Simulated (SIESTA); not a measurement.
Crystal: TaN.

```xyz
2
Lattice="2.9380 0.0000 0.0000 -1.4690 2.5444 0.0000 0.0000 0.0000 2.8830" Properties=species:S:1:pos:R:3 pbc="T T T"
Ta    0.0000    0.0000    1.4415
N     1.4690    0.8481    0.0000
```

```yaml
Program: SIESTA 5.4.2
Task: relaxation of cell and atoms
Functional: vdW-DF
Potentials_or_basis: PseudoDojo 0.4 standard (PBE files)
Basis: DZP (energy shift 0.003 Ry; two zetas on semicore shells)
Grid_cutoff: 800 Ry
Energy_shift: 0.003 Ry
k_mesh: 6 × 6 × 5
Occupations: fermi-dirac, width 0.05 eV
Spin: no spin polarisation
```

At the start: pressure 17.3 GPa; volume 10.78 Å³/atom.

**Question.** How do energy, volume and symmetry change on relaxing?

**Answer.** Over 4 steps the energy falls by 27.3 meV/atom and the volume is 11.30 Å³/atom (+4.9 %); space group P-6m2 (No. 187, to 0.05 Å).

The path:
```
step  energy change (eV)  largest force (eV/Å)  pressure (GPa)  volume (Å³)
   1              0.0000                0.0000           17.30        21.55
   2             -0.0427                0.0000            7.62        22.10
   3             -0.0546                0.0000            0.71        22.55
   4             -0.0547                0.0000            0.02        22.60
```

Final structure:
```yaml
crystal:
  lattice:
    - [2.98024, 0.00000, 0.00000]
    - [-1.49012, 2.58097, 0.00000]
    - [0.00000, 0.00000, 2.93844]
  atoms:
    - { symbol: Ta, position: [0.00000, 0.00000, 0.50000] }
    - { symbol: N, position: [0.66667, 0.33333, 0.00000] }
```

Caveat: the k mesh is coarse (spacing up to 0.44 Å⁻¹), so the values aren't converged; short orbitals over semicore shells can move pressures by several GPa; the potentials were made for another functional, which shifts forces and pressure; the basis of atomic orbitals isn't converged, which shifts pressures, moduli and gaps.
